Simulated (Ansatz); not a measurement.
Input and output of a single-point calculation on a 2-atom cell of AlP started from a crystallographic database (Ansatz 0.2.0, HSE06). Cell and atoms come from a relaxation with r2SCAN.

input.yaml:
```yaml
crystal:
  lattice:
    - [0.0, 2.7392607961, 2.7392607961]
    - [2.7392607961, 0.0, 2.7392607961]
    - [2.7392607961, 2.7392607961, 0.0]
  atoms:
    - { symbol: Al, position: [0.0, 0.0, 0.0] }
    - { symbol: P, position: [0.25, 0.25, 0.25] }
kpoints:
  mp_grid: { grid: [6, 6, 6] }
  band_path:
    path:
      - [0.0, 0.0, 0.0]
      - [-0.5, -0.5, 0.0]
      - [-0.375, -0.375, 0.25]
      - [-0.375, 0.0, 0.375]
      - [0.0, 0.0, 0.5]
      - [-0.5, -0.25, 0.25]
      - [0.0, 0.5, 0.5]
    npoints: 1
hamiltonian:
  xc: hse06
scf:
  occupations: { method: fixed }
  n_extra_bands: 4
output:
  forces: true
  stress: true
  eigenvalues: true
```

Command: `ansatz run input.yaml --threads 2 --pin off --max-ram 2211MiB --backend cpu --events-out ev --progress --plain --runs-dir out`.

The log, with set-up remarks and timings taken out:
```
Pseudopotential: Al, paw, valence charge 3, recommended cutoff 420 eV (normal)
Pseudopotential: P, paw, valence charge 5, recommended cutoff 420 eV (normal)
Functional definition: HSE06
Crystal: 2 atoms, lattice volume = 41.108 Å³
Basis set: ecut = 420 eV, 821 PW (Γ)
Bands: 8, of which v1, the nominal top of the filled ones, is band 4 counted from 1 (3 counted from 0)
Symmetry: 24 space group operations
Space group: F-43m (ITA 216)
k-points: 16 of 216 (time reversal used)
Exchange kernel: α = 0.2500, screened, ω = 0.2079 Å⁻¹, Wigner–Seitz truncation, v(0) = 1046.4619 eV·Å³, q-mesh 6×6×6
hybrid outer 1: dexx = +2.312e-3 eV, tail = 4.37e-6 eV
hybrid outer 2: dexx = +2.430e-8 eV, tail = 1.04e-8 eV, Δε = 1.66e-3 eV
hybrid SCF converged: 2 outer / 7 inner (+2 warm-up)
Free energy (F): -1295.440312 eV
Fermi energy:    4.476452 eV
--- Stress (GPa, compression-positive) ---
       -0.110193       0.000000       0.000000
        0.000000      -0.110193       0.000000
        0.000000       0.000000      -0.110193
  P = ⅓ Tr σ = -0.1102 GPa (-1.102 kbar)
```

The file bands.tsv (bands near the Fermi energy, numbered from 0, rounded):
```tsv
# k_distance	band_0	band_1	band_2	band_3	band_4	band_5	band_6	band_7
# fermi_ev = 4.476452
# [0, 0, 0] at k_distance = 0.000000
# [-0.5, -0.5, 0] at k_distance = 1.146876
# [-0.375, -0.375, 0.25] at k_distance = 1.552358
# [-0.375, 0, 0.375] at k_distance = 2.254673
# [0, 0, 0.5] at k_distance = 2.956989
# [-0.5, -0.25, 0.25] at k_distance = 3.767952
# [0, 0.5, 0.5] at k_distance = 5.050199
# levels_relative_to = fermi_ev
0.000	-12.687	0.000	0.000	0.000	4.157	5.491	5.491	5.491
1.147	-10.131	-5.802	-2.289	-2.289	2.285	3.244	12.370	12.370
1.552	-10.165	-5.484	-3.683	-1.880	3.197	6.028	9.612	9.882
2.255	-10.165	-5.484	-3.683	-1.880	3.197	6.028	9.612	9.882
2.957	-10.855	-6.036	-0.831	-0.831	3.630	5.743	5.743	9.262
3.768	-10.077	-5.369	-3.423	-3.006	5.143	6.992	7.070	7.406
5.050	-10.131	-5.802	-2.289	-2.289	2.285	3.244	12.370	12.370
```
In order the rows are Γ, X, U, K, L, W, X.

HSE06 gives an indirect gap of 2.28 eV, from Γ to X; the least direct gap is 4.16 eV at Γ. The gap is the least over the mesh and the extra points. The mean stress, -0.1 GPa, is small, and the program warns that its thresholds are loose for a hybrid's stress.

The values are computed, spin-unpolarised, and not measurements.

The meshes of the hybrids are coarse, so their gaps aren't converged to the digits shown.
